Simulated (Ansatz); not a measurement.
The system is Ba.

```
CELL_PARAMETERS angstrom
-2.47262 2.47262 2.47262
2.47262 -2.47262 2.47262
2.47262 2.47262 -2.47262
ATOMIC_POSITIONS crystal
Ba 0.00000 0.00000 0.00000
```

The cell isn't the ideal one: volume scaled by 0.96.

Base run:

* Program: Ansatz 0.2.0
* Functional: PBE
* Potentials or basis: all-electron LAPW, scalar-relativistic
* Cutoff: 77 eV (chosen from the basis error)
* Basis error allowed: 0.001 eV/atom
* k mesh: 8 × 8 × 8
* Occupations: gaussian, width 0.1 eV
* Spin: no spin polarisation

Its results: band gap on the k mesh none (metal or under the smearing width); pressure 0.4 GPa.

**Question.** The run is repeated on the same cell with these changes: functional from PBE to RPBE. What comes out?

**Answer.** Band gap on the k mesh none (metal or under the smearing width); pressure 1.1 GPa.

RPBE binds less tightly than PBE, so the same cell stands under more pressure.
